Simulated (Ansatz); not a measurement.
**Ta: frozen-core PAW against all-electron methods**

```
Ta
1.0
     2.74173    0.00000    0.00000
     0.00000    2.74173    0.00000
     0.00000    0.00000    2.74173
Ta
1
Direct
  0.00000 0.00000 0.00000
```

The cell was built from the sc type and relaxed in the same program, and has space group Pm-3m; it needn't be a known or the stable phase.

Spin polarisation is left out, and whether a magnetic state lies lower isn't shown here.

Spin–orbit coupling is left out, though it moves levels of the heavy atoms by tenths of an eV or more.

Methods: DFT, PBE, PAW with Ansatz's default frozen-core files, scalar-relativistic (Ansatz 0.2.0); DFT, PBE, all-electron LAPW, scalar-relativistic (Ansatz 0.2.0).

For PAW: a Γ-centred 13×13×13 k mesh, Fermi–Dirac smearing of 0.03 eV, cutoff 420 eV, no spin polarisation. LAPW targets a basis error of 0.5 meV/atom. The Ansatz runs share mesh, smearing and spin set-up. Plane-wave (PAW) pressures include the program's estimate of the Pulay term.

Stress and pressure are positive in compression.

Levels count from the Fermi level.

PAW results:

```
                      quantity     PAW
                pressure (GPa)   -0.02
highest filled level at X (eV)  -1.617
  lowest empty level at X (eV)   0.005
highest filled level at Γ (eV)  -2.575
  lowest empty level at Γ (eV)   6.151
highest filled level at M (eV)  -1.384
  lowest empty level at M (eV)   3.204
```

Q: What does full-potential LAPW give for the same quantities?

A: 
```
                      quantity    LAPW
                pressure (GPa)   -0.09
highest filled level at X (eV)  -1.620
  lowest empty level at X (eV)   0.011
highest filled level at Γ (eV)  -2.576
  lowest empty level at Γ (eV)   6.144
highest filled level at M (eV)  -1.386
  lowest empty level at M (eV)   3.198
```
